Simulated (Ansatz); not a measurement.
# Stack of 1T-SiSe2 under 1T-TiSSe, upper layer turned by 180° in a perpendicular field

What dipole does a perpendicular field induce in the stack of 1T-SiSe2 under 1T-TiSSe, upper layer turned by 180°? A positive field points along +c.

Main program and level: Ansatz 0.2.0; plane-wave DFT, PBE-D3(BJ), Ansatz PAW, in the first sound run; inputs show where later runs differ.

**1. Set-up**

The cell holds 6 atoms: 3 Se, 1 Si, 1 Ti and 1 S. Cell: a = 3.492 Å, b = 3.492 Å, c = 26.163 Å, α = 90.0°, β = 90.0°, γ = 120.0°. Regions: layer 1: 1T-SiSe2, 3 atoms (2 Se and 1 Si); layer 2: 1T-TiSSe, 3 atoms (1 Se, 1 Ti and 1 S). Vacuum lies along c.

**2. Relaxing the slab**

The starting cell is a guess, so the in-plane lattice and the atoms are relaxed first, with the slab cut off from its images along the normal. The program lengthens the vector along the normal by itself, so c and the volume that it reports differ from the typed ones.

input.yaml reads:

```yaml
crystal:
  lattice:
    - [3.4925, 0.0, 0.0]
    - [-1.74625, 3.0245937227, 0.0]
    - [0.0, 0.0, 26.1628612283]
  atoms:
    - { symbol: Se, position: [0.6666666667, 0.3333333333, 0.3439990726] }
    - { symbol: Si, position: [0.0, 0.0, 0.3785528197] }
    - { symbol: Se, position: [0.3333333333, 0.6666666667, 0.4131065667] }
    - { symbol: Se, position: [0.6666666667, 0.3333333333, 0.5315951362] }
    - { symbol: Ti, position: [0.3333333333, 0.6666666667, 0.5983514835] }
    - { symbol: S, position: [0.0, 0.0, 0.6560009274] }
  periodic: [true, true, false]
kpoints:
  mp_grid: { grid: [12, 12, 1] }
hamiltonian:
  xc: pbe
  dispersion: d3bj
scf:
  occupations: { method: fermi_dirac, width: 0.05 }
  convergence: { dr2_threshold: 1.0e-09 }
relax:
  f_tol: 0.004
  max_steps: 90
  cell: {}
output:
  write_potential: true
  write_density: true
  volumetric_format: npy
```

Command:

```bash
ansatz run input.yaml --threads 4 --pin off --max-ram 6144MiB --backend cpu --events-out ev --progress --plain --runs-dir out
```

Numbers of over 12 decimals in the logs are rounded to 6 here.

Log:

```text
Warning: crystal.periodic: the lattice vector that does not repeat stood 0.000° off the slab's normal, 26.163 Å along it as the deck builds it. The run solves the slab on a vector along the normal, 40.126 Å long, with every atom where it was (on the deck's vector they left 18.00 Å outside them, and the widest stretch free of ions among them is 3.10 Å). A fractional position that the run reports is one of the run's ce [...]
Warning: relax.cell: scf.convergence.dr2_threshold = 1e-9 eV is looser than the 1.81879068281e-10 eV advised for a relaxation that steers and ends on the stress (1e-10 eV for each atom of the cell: 6, times the square of relax.cell.stress_2d_tol = 0.05 N/m over 18.2 Å (the atoms' height at the walk's start and 5 Å past either face), 2.753e-2 GPa, over a crystal's default 0.05). What an SCF threshold leaves in a stress goes as its square root, and in the free energy as the threshold itself, and one threshold admits the most on a small cell: [figures from the program's tests cut] Set scf.convergence.dr2_threshold to 1.81879068281e-10 eV or tighter. [rest of the remark cut]
crystal.periodic: the lattice vector that does not repeat stood 0.000° off the slab's normal, 26.163 Å along it as the deck builds it. The run solves the slab on a vector along the normal, 40.126 Å long, with every atom where it was (on the deck's vector they left 18.00 Å outside them, and the widest stretch free of ions among them is 3.10 Å). A fractional position that the run reports is one of the run's cell, which [...]
Engine: ansatz 0.2.0, aarch64-unknown-linux-gnu
Pseudopotentials: kind: paw
Pseudopotential: Se, paw, valence charge 16, recommended cutoff 420 eV (normal), Se.paw.azcp
Pseudopotential: Si, paw, valence charge 4, recommended cutoff 420 eV (normal), Si.paw.azcp
Pseudopotential: Ti, paw, valence charge 12, recommended cutoff 420 eV (normal), Ti.paw.azcp
Pseudopotential: S, paw, valence charge 6, recommended cutoff 420 eV (normal), S.paw.azcp
Functional definition: PBE
  parameter kappa = 0.804
  parameter beta = 0.066725
  exchange = pbe_x(kappa = kappa, mu = beta*pi^2/3)
  correlation = pbe_c(beta = beta)
Crystal: 6 atoms, lattice volume = 423.864 Å³
Basis set: ecut = 420 eV, 8217 PW (Γ), exchange–correlation on 48×48×540 points (8 copies of the dense FFT grid, shifted against one another)
Bands: 42, of which v1, the nominal top of the filled ones, is band 35 counted from 1 (34 counted from 0)
Symmetry: 6 space group operations
Space group: P3m1 (ITA 156), of the structure as read, at distance tolerance 7.5e-5 Å
k-points: 19 of 144 (time reversal used)
Non-local potential: Se, projectors of the file, l = 0: 2, l = 1: 2, l = 2: 3, l = 3: 1
Non-local potential: Si, projectors of the file, l = 0: 2, l = 1: 2, l = 2: 2
Non-local potential: Ti, projectors of the file, l = 0: 3, l = 1: 2, l = 2: 3, l = 3: 1
Non-local potential: S, projectors of the file, l = 0: 2, l = 1: 2, l = 2: 2
PAW form: soft (Blöchl's): semilocal exchange-correlation on the pseudo side does not see the compensation charge
PAW one-centre angular grid: Se, 590 points (default); XC on 64 Gauss nodes
PAW one-centre angular grid: Si, 110 points (default); XC on 64 Gauss nodes
PAW one-centre angular grid: Ti, 590 points (default); XC on 64 Gauss nodes
PAW one-centre angular grid: S, 110 points (default); XC on 64 Gauss nodes
Initial density: superposition of atomic densities (neutral atoms: chi_scale 0, normalization atom), corrected by the library's trained network
Initial wavefunctions: pseudopotential atomic-orbital guess
Functional: x = pbe(κ = 0.804, μ = 0.219515), c = pbe(β = 0.066725)
SCF iter   1: F=—  HF=-20447.287726 eV  |F-HF|=—  |Δ(HF+E_count)|=         —  Δρ=2.01e-3  dr2=4.99e-2  ethr=1.77e-3  ⟨swp⟩=14.5  Hψ=4944  notcnv=0
preconditioner: auto → LDOS  [metal: Δε(μ)=0.025 eV  Ē_g=8.335 eV  σ=0.050 eV  W_gap=0.12  n_scr=24 (ndim 8)  ℏωp=10.2 eV  f_vac=0.707  D(μ)=1.51/eV (n_scr^D=10)  β→1.0]
SCF iter   2: F=—  HF=-20447.284964 eV  |F-HF|=—  |Δ(HF+E_count)|=   2.76e-3  Δρ=9.99e-4  dr2=1.35e-2  ethr=7.13e-5  ⟨swp⟩=3.2  Hψ=1884  notcnv=0  defer=13
SCF iter   3: F=—  HF=-20447.282857 eV  |F-HF|=—  |Δ(HF+E_count)|=   2.11e-3  Δρ=3.09e-4  dr2=2.11e-3  ethr=1.93e-5  ⟨swp⟩=3.0  Hψ=1417  notcnv=0  defer=13
SCF iter   4: F=—  HF=-20447.282762 eV  |F-HF|=—  |Δ(HF+E_count)|=   9.44e-5  Δρ=7.04e-5  dr2=1.04e-4  ethr=3.01e-6  ⟨swp⟩=3.0  Hψ=1189  notcnv=0  defer=13
SCF iter   5: F=—  HF=-20447.282757 eV  |F-HF|=—  |Δ(HF+E_count)|=   5.69e-6  Δρ=2.21e-5  dr2=1.54e-5  ethr=1.49e-7  ⟨swp⟩=3.6  Hψ=1498  notcnv=0  defer=13
SCF iter   6: F=—  HF=-20447.282744 eV  |F-HF|=—  |Δ(HF+E_count)|=   1.26e-5  Δρ=9.65e-6  dr2=1.35e-6  ethr=2.20e-8  ⟨swp⟩=2.9  Hψ=1314  notcnv=0  defer=13
SCF iter   7: F=—  HF=-20447.282769 eV  |F-HF|=—  |Δ(HF+E_count)|=   2.49e-5  Δρ=2.75e-6  dr2=7.48e-8  ethr=1.92e-9  ⟨swp⟩=2.2  Hψ=1260  notcnv=0  defer=13
SCF iter   8: F=—  HF=-20447.282769 eV  |F-HF|=—  |Δ(HF+E_count)|=   2.27e-7  Δρ=7.92e-7  dr2=8.28e-9  ethr=1.07e-10  ⟨swp⟩=3.8  Hψ=1840  notcnv=0  defer=13
SCF iter   9: F=-20447.282769 eV  HF=-20447.282769 eV  |F-HF|=2.52e-9  |Δ(HF+E_count)|=   1.67e-8  Δρ=2.22e-7  dr2=2.98e-10  ethr=1.43e-12  ⟨swp⟩=12.9  Hψ=6380  notcnv=0
SCF 1 converged in 9 iterations: F = -20447.282769 eV  dr2 = 2.98e-10
  greatest PAW one-centre occupation: 1.000 electrons in one spin orbital (limit 2), on the Se atom at site 0 (counted from 0), in its partial waves of l = 2
relax step   1: F+E_penalty+E_count = -20447.28276906 eV  Δ(F+E_penalty+E_count) = +0.000e0 eV  max|allowed force component| = 7.063e0 eV/Å  Δτ_max = 0.0000 Å  P = +20.287 N/m  Ω = 423.864 Å³  fix = [c, alpha, beta]  reactions: c +0.000 N/m  (9 SCF iters, accepted)
Crystal: 6 atoms, lattice volume = 428.287 Å³
Basis set: ecut = 420 eV, 8337 PW (Γ), exchange–correlation on 48×48×540 points (8 copies of the dense FFT grid, shifted against one another)
Initial density: handed on by an earlier stage of this run
Initial wavefunctions: those handed on with the density
iter 1 solved again at ethr=3.86e-4 eV; its pass at ethr=3.10e-3 eV (dr2=2.70e-1 eV) is discarded
SCF iter   1: F=—  HF=-20449.825944 eV  |F-HF|=—  |Δ(HF+E_count)|=         —  Δρ=5.68e-3  dr2=2.62e-1  ethr=3.86e-4  ⟨swp⟩=2.1  Hψ=4984  notcnv=0
preconditioner: auto → LDOS  [metal: Δε(μ)=0.050 eV  Ē_g=8.090 eV  σ=0.050 eV  W_gap=0.24  n_scr=24 (ndim 8)  ℏωp=10.1 eV  f_vac=0.706  D(μ)=0.97/eV (n_scr^D=8)  β→1.0]
SCF iter   2: F=—  HF=-20449.961043 eV  |F-HF|=—  |Δ(HF+E_count)|=   1.35e-1  Δρ=6.56e-3  dr2=8.14e-1  ethr=3.74e-4  ⟨swp⟩=5.7  Hψ=2028  notcnv=0  defer=1  recentre
[...]
SCF iter  10: F=—  HF=-20451.013679 eV  |F-HF|=—  |Δ(HF+E_count)|=   1.44e-8  Δρ=5.76e-7  dr2=2.28e-9  ethr=4.29e-11  ⟨swp⟩=2.9  Hψ=1230  notcnv=0  defer=14
SCF iter  11: F=-20451.013679 eV  HF=-20451.013679 eV  |F-HF|=1.05e-9  |Δ(HF+E_count)|=   2.26e-9  Δρ=1.76e-7  dr2=1.19e-10  ethr=1.43e-12  ⟨swp⟩=11.9  Hψ=5838  notcnv=0
SCF 3 converged in 11 iterations: F = -20451.013679 eV  dr2 = 1.19e-10
relax step   3: F+E_penalty+E_count = -20451.01367935 eV  Δ(F+E_penalty+E_count) = -1.251e0 eV  max|allowed force component| = 2.004e0 eV/Å  Δτ_max = 0.1920 Å  P = +0.064 N/m  Ω = 425.063 Å³  energy of the carried Pulay correction = -3.253e-5 eV  fix = [c, alpha, beta]  reactions: c +0.000 N/m  (11 SCF iters, accepted)
[...]
relax step   4: F+E_penalty+E_count = -20451.33591988 eV  Δ(F+E_penalty+E_count) = -3.222e-1 eV  max|allowed force component| = 1.478e-1 eV/Å  Δτ_max = 0.1941 Å  P = +0.243 N/m  Ω = 415.193 Å³  energy of the carried Pulay correction = +2.379e-4 eV  fix = [c, alpha, beta]  reactions: c +0.000 N/m  (11 SCF iters, accepted)
[...]
relax step   5: F+E_penalty+E_count = -20451.36095275 eV  Δ(F+E_penalty+E_count) = -2.503e-2 eV  max|allowed force component| = 1.879e-1 eV/Å  Δτ_max = 0.1933 Å  P = -0.374 N/m  Ω = 417.078 Å³  energy of the carried Pulay correction = +1.858e-4 eV  fix = [c, alpha, beta]  reactions: c -0.000 N/m  (12 SCF iters, accepted)
[...]
relax step   6: F+E_penalty+E_count = -20451.36523600 eV  Δ(F+E_penalty+E_count) = -4.283e-3 eV  max|allowed force component| = 3.453e-2 eV/Å  Δτ_max = 0.0486 Å  P = -0.044 N/m  Ω = 414.633 Å³  energy of the carried Pulay correction = +2.535e-4 eV  fix = [c, alpha, beta]  reactions: c -0.000 N/m  (10 SCF iters, accepted)
[...]
relax step   7: F+E_penalty+E_count = -20451.36532643 eV  Δ(F+E_penalty+E_count) = -9.043e-5 eV  max|allowed force component| = 3.496e-3 eV/Å  Δτ_max = 0.0037 Å  P = +0.009 N/m  Ω = 414.434 Å³  energy of the carried Pulay correction = +2.590e-4 eV  fix = [c, alpha, beta]  reactions: c +0.000 N/m  (8 SCF iters, accepted)
Initial wavefunctions: pseudopotential atomic-orbital guess (no wavefunctions were taken with the density)
iter 1 solved again at ethr=1.11e-6 eV; its pass at ethr=3.10e-3 eV (dr2=7.75e-4 eV) is discarded
SCF iter   1: F=—  HF=-20451.365227 eV  |F-HF|=—  |Δ(HF+E_count)|=         —  Δρ=7.95e-6  dr2=7.28e-8  ethr=1.11e-6  ⟨swp⟩=5.3  Hψ=7372  notcnv=0
eigensolver tolerance schedule: the retry pair's looser diagonalisation over-reported the residual by 10655.17 of it (diagonalisation noise at an unbounded share of the residual, at the tolerance the schedule requests for it); recorded, not acted on — ethr = c·dr2/N_el stays at c = 1.0e-1
preconditioner: auto → LDOS  [metal: Δε(μ)=0.119 eV  Ē_g=7.956 eV  σ=0.050 eV  W_gap=0.45  n_scr=24 (ndim 8)  ℏωp=10.3 eV  f_vac=0.689  D(μ)=0.74/eV (n_scr^D=6)  β→1.0]
SCF iter   2: F=—  HF=-20451.365120 eV  |F-HF|=—  |Δ(HF+E_count)|=   1.07e-4  Δρ=4.74e-6  dr2=4.28e-7  ethr=1.04e-10  ⟨swp⟩=5.7  Hψ=2833  notcnv=0
SCF iter   3: F=—  HF=-20451.365120 eV  |F-HF|=—  |Δ(HF+E_count)|=   7.78e-8  Δρ=3.31e-6  dr2=2.45e-7  ethr=1.04e-10  ⟨swp⟩=3.9  Hψ=1756  notcnv=0
SCF iter   4: F=—  HF=-20451.365120 eV  |F-HF|=—  |Δ(HF+E_count)|=   3.63e-8  Δρ=9.31e-7  dr2=1.12e-8  ethr=1.04e-10  ⟨swp⟩=3.1  Hψ=1338  notcnv=0
SCF iter   5: F=—  HF=-20451.365120 eV  |F-HF|=—  |Δ(HF+E_count)|=  2.55e-11  Δρ=4.44e-7  dr2=5.55e-9  ethr=1.60e-11  ⟨swp⟩=2.9  Hψ=1321  notcnv=0
SCF iter   6: F=-20451.365120 eV  HF=-20451.365120 eV  |F-HF|=3.64e-12  |Δ(HF+E_count)|=  4.00e-11  Δρ=2.03e-7  dr2=3.52e-10  ethr=1.43e-12  ⟨swp⟩=13.5  Hψ=6517  notcnv=0
SCF 8 converged in 6 iterations: F = -20451.365120 eV  dr2 = 3.52e-10
relax step   8: F+E_penalty+E_count = -20451.36511988 eV  Δ(F+E_penalty+E_count) = +2.065e-4 eV  max|allowed force component| = 3.523e-3 eV/Å  Δτ_max = 0.0000 Å  P = +0.006 N/m  Ω = 414.434 Å³  fix = [c, alpha, beta]  reactions: c +0.000 N/m  stress off target by 5.58e-3 N/m on what of the cell is left free  SCF on the basis re-selected at this cell (its energy is not comparable with the rows above)  (6 SCF iters)
basis re-selected at this cell: Δ(F+E_penalty+E_count) = +2.065e-4 eV, ΔP = -0.003 N/m vs the last step (what re-selecting the basis moved, of the pressure what is left beyond the Pulay correction that the steps carried, after the strain that the cell walked since its last selection, with what the two solves' SCF thresholds leave and, on support functions, any second-order correction that the steps lacked; it is no m [...]
WARN: The output density's exchange-correlation potential varies sharply where the density is thin. Do not read a vacuum level from v_tot or v_xc, or from such a field of the output density. On a cell that repeats whose density bears no net charge and no dipole along the vacuum's axis use v_es (v_loc + v_h of the components); under efield.dipole_correction with no amplitude use v_es + v_field, which holds any externa [...]
SCF converged after 6 iterations
Free energy (F): -20451.365120 eV
Harris-Foulkes:  -20451.365120 eV  (|F-HF|=3.64e-12)
Internal energy: -20451.358836 eV  (E = F + TS)
E sigma→0 (E₀):  -20451.361978 eV
Entropy (-TS):   -0.006284 eV (-1.047 meV/atom)
Fermi energy:    -5.430188 eV
--- Per-component energies (eV) ---
  E_band       = -2295.908510
  E_kinetic    = 779.455399
  E_local      = -284800.298062  (includes V_loc(G=0)·N_el)
  E_nonlocal   = -1728.926269
  E_hartree    = 141763.491356
  E_xc         = -565.101064
  E_vxc        = -554.352190  (∫ρ·V_xc dr)
  E_paw        = -7892.757565  (= ΣΔE_a)
  E_vpaw       = 481.229712  (= ΣTr[D̂ρ^β])
  E_aug_tail   = -0.001682  (compensation charges beyond the density's cutoff)
  E_ewald      = 131994.784952
  E_disp       = -2.005902  (pairwise vdW)
  E_smearing   = -0.006284  (= −TS)
  E_closure    = 0.000000  (closes the sum)
  Σ components = -20451.365120   (vs F -20451.365120, Δ=0.00e0)
--- Forces (eV/Å), atoms counted from 1 ---
  atom   1  Se    -0.00000000    -0.00000000    -0.00352351
  atom   2  Si     0.00000000     0.00000000     0.00102662
  atom   3  Se     0.00000000     0.00000000     0.00216442
  atom   4  Se     0.00000000    -0.00000000    -0.00065404
  atom   5  Ti     0.00000000     0.00000000     0.00103438
  atom   6  S      0.00000000     0.00000000    -0.00004977
  max |Σ_I F_I| component: 1.89e-6 eV/Å
--- 2D stress c σ (N/m, compression-positive) ---
        0.005581       0.000000       0.000000
        0.000000       0.005581      -0.000000
        0.000000      -0.000000       0.000000
  P = ½ c Tr σ = 0.0056 N/m
--- Band table (eV; the first three rows and the last of 19) ---
  k-point 0: bands = [... 31 lower, -5.9289, -5.9289, -5.0498, -5.0498, -4.9626, -4.9626, -4.3824, -2.9889, ... 3 higher]
  k-point 1: bands = [... 31 lower, -6.1404, -5.8613, -5.6644, -5.5379, -4.7871, -4.4909, -4.1499, -2.5516, ... 3 higher]
  k-point 2: bands = [... 31 lower, -6.9477, -6.1392, -6.0233, -5.6259, -4.8790, -4.1119, -3.9011, -2.8558, ... 3 higher]
  k-point 18: bands = [... 31 lower, -7.9166, -7.8730, -6.9615, -6.9238, -4.2793, -4.0002, -3.9978, -3.5979, ... 3 higher]
  the weakly bound empty levels are not read free of the cell's end (no_gap_told)
--- Relaxed structure (7 steps of the walk, 7 accepted, 1 SCFs on fresh bases) ---
  F+E_penalty+E_count = -20451.36511988 eV   max|allowed force component| = 3.523e-3 eV/Å   (the final SCF, on the basis selected at the relaxed cell)
  cell:  # Å, volume = 414.4335 Å³
    - [3.453430, 0.0, 0]
    - [-1.726715, 2.990758, 0]
    - [0, 0, 40.125722]
  atoms:
    - { symbol: Se, position: [0.666667, 0.333333, 0.205895] }
    - { symbol: Si, position: [-7.364421775855504e-18, 0, 0.241825] }
    - { symbol: Se, position: [0.333333, 0.666667, 0.277698] }
    - { symbol: Se, position: [0.666667, 0.333333, 0.355120] }
    - { symbol: Ti, position: [0.333333, 0.666667, 0.395468] }
    - { symbol: S, position: [1.7949255869140108e-18, 0, 0.428946] }
```

It took 2.7 min on 4 threads of Arm Neoverse N1, shared host; peak memory 0.89 GiB; 9.5 min of CPU time.

Step by step:

```tsv
step	energy less that of the first step (eV)	largest force component (eV/Å)	volume (Å³)
1	0.0000	7.0630	423.86
2	-2.4795	4.3510	428.29
3	-3.7309	2.0038	425.06
4	-4.0532	0.1478	415.19
5	-4.0782	0.1879	417.08
6	-4.0825	0.0345	414.63
7	-4.0826	0.0035	414.43
8*	-4.0824	0.0035	414.43
```

Relaxation steps marked * repeat the geometry before them on a plane-wave basis chosen anew for their cell, so energy and pressure can jump there.

The run keeps the 6 symmetry operations that it works with, so distortions that break them were not tested.

```tsv
cell as run	before	after	change
a (Å)	3.492	3.453	-1.1 %
b (Å)	3.492	3.453	-1.1 %
```

The atoms that moved most (Å, along periodic axes as changes of fractional coordinates times the final cell, across vacuum about the mean position):

```tsv
atom	dx	dy	dz	length
Se1	0.000	0.000	-0.738	0.738
Se4	0.000	0.000	0.341	0.341
Se3	0.000	0.000	0.335	0.335
Ti5	0.000	0.000	0.214	0.214
Si2	0.000	0.000	-0.201	0.201
S6	0.000	0.000	0.049	0.049
```

The relaxed structure:

```xyz
6
Lattice="3.4534 0.0000 0.0000 -1.7267 2.9908 0.0000 0.0000 0.0000 40.1257" Properties=species:S:1:pos:R:3
Se    1.7267    0.9969    8.2617
Si    0.0000    0.0000    9.7034
Se    0.0000    1.9938   11.1429
Se    1.7267    0.9969   14.2495
Ti    0.0000    1.9938   15.8684
S     0.0000    0.0000   17.2118
```

Numbers from this step:

```yaml
energy_at_zero_smearing: -20451.3620 eV
```

The lattice constant a goes from 3.492 to 3.453 Å.

(Continued in part 2 of 3.)

[Logs are printed without paths, hosts, clocks, repeated set-up lines and the standing remarks that a program may print on its own settings, such as how far it seeks lower states.]

[Hosts, paths, dates, database ids (printed as entryN), source tags and the programs' standing remarks are cut or masked in the printed files.]

[Maps of the electrostatic potential energy from Ansatz leave out the sawtooth potential of an applied field or a dipole correction, so their vacuum need not be flat; planar profiles and work functions include it.]
